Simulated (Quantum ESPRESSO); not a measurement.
A run of Quantum ESPRESSO 7.5 is set up as follows.

pw.in

```
&CONTROL
  calculation = 'scf'
  prefix = 'pwscf'
  outdir = './tmp'
  pseudo_dir = './pseudo'
  tprnfor = .true.
  tstress = .true.
  disk_io = 'low'
/
&SYSTEM
  ibrav = 0
  nat = 2
  ntyp = 2
  ecutwfc = 55
  ecutrho = 440
  nbnd = 21
  input_dft = 'pbesol'
  occupations = 'smearing'
  smearing = 'fd'
  degauss = 0.00367493
  nspin = 2
  starting_magnetization(1) = 0.4118
  starting_magnetization(2) = 0
/
&ELECTRONS
  conv_thr = 4d-10
  electron_maxstep = 120
  mixing_beta = 0.3
/
ATOMIC_SPECIES
Eu   151.9640 Eu.paw.z_17.atompaw.wentzcovitch.v1.2.upf
O     15.9990 O.pbe-n-kjpaw_psl.0.1.UPF
CELL_PARAMETERS angstrom
   0.0000000000    2.5719500000    2.5719500000
   2.5719500000    0.0000000000    2.5719500000
   2.5719500000    2.5719500000    0.0000000000
ATOMIC_POSITIONS crystal
Eu     0.0000000000    0.0000000000    0.0000000000
O      0.5000000000    0.5000000000    0.5000000000
K_POINTS automatic
9 9 9 0 0 0
```

The input pp_density.in:

```
&INPUTPP
  prefix = 'pwscf'
  outdir = './tmp'
  filplot = 'density.dat'
  plot_num = 0
/
&PLOT
  nfile = 1
  filepp(1) = 'density.dat'
  iflag = 3
  output_format = 6
  fileout = 'density.cube'
/
```

File pp_potential.in:

```
&INPUTPP
  prefix = 'pwscf'
  outdir = './tmp'
  filplot = 'potential.dat'
  plot_num = 11
/
&PLOT
  nfile = 1
  filepp(1) = 'potential.dat'
  iflag = 3
  output_format = 6
  fileout = 'potential.cube'
/
```

pp_spin.in

```
&INPUTPP
  prefix = 'pwscf'
  outdir = './tmp'
  filplot = 'spin.dat'
  plot_num = 6
/
&PLOT
  nfile = 1
  filepp(1) = 'spin.dat'
  iflag = 3
  output_format = 6
  fileout = 'spin.cube'
/
```

Potentials or basis: SSSP 1.3 efficiency PBE.

Run with:

```sh
$ OMP_NUM_THREADS=1 mpirun -n 2 pw.x -nk 2 -in pw.in > pw.out
$ OMP_NUM_THREADS=1 mpirun -n 1 pp.x -in pp_density.in > pp_density.out
$ OMP_NUM_THREADS=1 mpirun -n 1 pp.x -in pp_potential.in > pp_potential.out
$ OMP_NUM_THREADS=1 mpirun -n 1 pp.x -in pp_spin.in > pp_spin.out
```

Question: Predict the net moment.

Answer: 6.95 μB per cell.

Question: Predict the band gap on the k mesh.

Answer: None (metal or under the smearing width).

Question: Estimate the site moments.

Answer: Eu +6.56; O -0.08 μB.

Caveat: spin-orbit coupling is left out, which moves the levels of the heavy elements; a cell with one magnetic atom can't hold antiferromagnetic order, which such compounds often take; without U or exact exchange the open f shell lies at the Fermi level, which spoils levels, moments and volumes. The state reached can hang on the start; a lower one may exist.

The gap isn't set beside the measured one, since this odd mesh misses points on the zone boundary.
